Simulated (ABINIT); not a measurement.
Fe:

```xyz
2
Lattice="2.4342 0.0000 0.0000 -1.2171 2.1080 0.0000 0.0000 0.0000 3.8419" Properties=species:S:1:pos:R:3 pbc="T T T"
Fe    1.2171    0.7027    2.8815
Fe    0.0000    1.4054    0.9605
```

This isn't the form of Fe at room conditions, which is bcc.

```yaml
Program: ABINIT 10.8.3 (patched build)
Task: relaxation of cell and atoms
Functional: LDA
Potentials_or_basis: JTH PAW LDA v2.0
Cutoff: 707 eV
k_mesh: 7 × 7 × 4
Occupations: fermi-dirac, width 0.05 eV
Spin: collinear spin, ferromagnetic start
Starting_moments: "[3.0, 3.0] μB"
```

At the start: pressure -9.9 GPa; volume 9.86 Å³/atom.

**Question.** How do energy, volume and symmetry change on relaxing?

**Answer.** Over 5 steps the energy falls by 10.3 meV/atom and the volume is 9.56 Å³/atom (-3.0 %); space group P6_3/mmc (No. 194, to 0.05 Å); moment 0.38 μB per cell.

Step by step:
```
step  energy change (eV)  largest force (eV/Å)  pressure (GPa)  volume (Å³)
   1              0.0000                0.0000           -9.94        19.71
   2             -0.0202                0.0000            0.01        19.12
   3             -0.0205                0.0000            0.13        19.11
   4             -0.0206                0.0000            0.01        19.12
   5             -0.0206                0.0000            0.00        19.12
```

Final structure:
```yaml
crystal:
  lattice:
    - [2.41701, 0.00000, 0.00000]
    - [-1.20850, 2.09319, 0.00000]
    - [0.00000, 0.00000, 3.77989]
  atoms:
    - { symbol: Fe, position: [0.66667, 0.33333, 0.75000] }
    - { symbol: Fe, position: [0.33333, 0.66667, 0.25000] }
```

Caveat: the k mesh is coarse (spacing up to 0.43 Å⁻¹), so the values aren't converged.
